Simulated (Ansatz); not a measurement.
A plane-wave DFT run in Ansatz 0.2.0 (scalar-relativistic PAW potentials unless the input names others): input and command.

```yaml
crystal:
  lattice:
    - [3.1226167158, 0.0, 0.0]
    - [-1.5613083579, 2.7042654021, 0.0]
    - [0.0, 0.0, 12.0240198656]
  atoms:
    - { symbol: W, position: [0.3333333333, 0.6666666667, 0.7500523674] }
    - { symbol: W, position: [0.6666666667, 0.3333333333, 0.2499476326] }
    - { symbol: S, position: [0.3333333333, 0.6666666667, 0.1182138585] }
    - { symbol: S, position: [0.6666666667, 0.3333333333, 0.6183174608] }
    - { symbol: S, position: [0.3333333333, 0.6666666667, 0.3816825392] }
    - { symbol: S, position: [0.6666666667, 0.3333333333, 0.8817861415] }
basis:
  ecutwfc: 420
kpoints:
  mp_grid: { grid: [1, 1, 1] }
hamiltonian:
  xc: pbe
  dispersion: d3bj
scf:
  occupations: { method: gaussian, width: 0.02 }
  max_iter: 80
output:
  forces: true
  eigenvalues: true
  stress: true
```

```bash
ansatz run input.yaml --threads 1 --pin off --max-ram 2560MiB --backend cpu --events-out ev --progress --plain --runs-dir out
```

Abridged log:
```
Basis set: ecut = 420 eV, 1997 PW (Γ), exchange–correlation on 48×48×162 points (8 copies of the dense FFT grid, shifted against one another)
Bands: 32, of which v1, the nominal top of the filled ones, is band 26 counted from 1 (25 counted from 0)
Symmetry: 12 space group operations
k-points: 1
SCF iter   1: F=—  HF=-24369.499421 eV  |F-HF|=—  |Δ(HF+E_count)|=         —  Δρ=1.06e-1  dr2=3.07e1  ethr=1.77e-3  ⟨swp⟩=6.0  Hψ=146  notcnv=0
SCF iter   2: F=—  HF=-24366.360100 eV  |F-HF|=—  |Δ(HF+E_count)|=    3.14e0  Δρ=5.02e-2  dr2=6.36e0  ethr=1.77e-3  ⟨swp⟩=4.0  Hψ=90  notcnv=0
SCF iter   3: F=—  HF=-24365.669393 eV  |F-HF|=—  |Δ(HF+E_count)|=   6.91e-1  Δρ=1.09e-2  dr2=8.53e-2  ethr=1.77e-3  ⟨swp⟩=3.0  Hψ=58  notcnv=0
SCF iter   4: F=—  HF=-24365.703236 eV  |F-HF|=—  |Δ(HF+E_count)|=   3.38e-2  Δρ=2.25e-3  dr2=5.62e-3  ethr=1.64e-4  ⟨swp⟩=2.0  Hψ=64  notcnv=0
SCF iter   5: F=—  HF=-24365.706167 eV  |F-HF|=—  |Δ(HF+E_count)|=   2.93e-3  Δρ=7.19e-4  dr2=8.19e-4  ethr=1.08e-5  ⟨swp⟩=2.0  Hψ=56  notcnv=0
SCF iter   6: F=—  HF=-24365.706515 eV  |F-HF|=—  |Δ(HF+E_count)|=   3.47e-4  Δρ=1.19e-4  dr2=2.70e-5  ethr=1.57e-6  ⟨swp⟩=2.0  Hψ=50  notcnv=0
SCF iter   7: F=—  HF=-24365.706522 eV  |F-HF|=—  |Δ(HF+E_count)|=   7.01e-6  Δρ=3.40e-5  dr2=1.84e-6  ethr=5.20e-8  ⟨swp⟩=2.0  Hψ=46  notcnv=0
SCF iter   8: F=—  HF=-24365.706522 eV  |F-HF|=—  |Δ(HF+E_count)|=   1.69e-7  Δρ=9.19e-6  dr2=1.08e-7  ethr=3.55e-9  ⟨swp⟩=2.0  Hψ=49  notcnv=0
SCF iter   9: F=-24365.706522 eV  HF=-24365.706522 eV  |F-HF|=1.19e-9  |Δ(HF+E_count)|=   4.06e-8  Δρ=1.40e-6  dr2=2.28e-9  ethr=1.92e-10  ⟨swp⟩=4.0  Hψ=104  notcnv=0
SCF 1 converged in 9 iterations: F = -24365.706522 eV  dr2 = 2.28e-9
SCF converged after 9 iterations
Free energy (F): -24365.706522 eV
Harris-Foulkes:  -24365.706522 eV  (|F-HF|=1.19e-9)
Internal energy: -24365.706522 eV  (E = F + TS)
E sigma→0 (E₀):  -24365.706522 eV
Fermi energy:    14.389692 eV
  E_disp       = -2.695055  (pairwise vdW)
--- Forces (eV/Å), atoms counted from 1 ---
  atom   1  W      0.00000000     0.00000000    -0.00204717
  atom   2  W      0.00000000     0.00000000     0.00204717
  atom   3  S      0.00000000     0.00000000     4.51919640
  atom   4  S      0.00000000     0.00000000     4.50936923
  atom   5  S      0.00000000     0.00000000    -4.50936923
  atom   6  S      0.00000000     0.00000000    -4.51919640
--- Stress (GPa, compression-positive) ---
       44.912985       0.000000       0.000000
        0.000000      44.912985       0.000000
        0.000000       0.000000       1.443753
  P = ⅓ Tr σ = 30.4232 GPa (304.232 kbar)
```

Problem. What should be changed?

Solution. The fault is one k-point for a small cell (kpoints.mp_grid.grid: [12, 12, 4] → [1, 1, 1], the first being the value of the sound run). Setting it back cures it. The run converged all the same, with an energy at zero smearing 3.3 eV/atom above the reference's, pressure 30.42 GPa, largest force 4.519 eV/Å, gap on the mesh 1.94 eV, so convergence alone doesn't show that an input is right. A reference run on usual settings, whose relaxation ended at this geometry, converged, and the end of its own relaxation has pressure 2.55 GPa, largest force 0.002 eV/Å, gap on the mesh 0.83 eV (its cell was held, or driven to that pressure on purpose).

The run took 0.83 s on 1 thread of Arm Neoverse V1 (shared host), peak memory 0.28 GiB.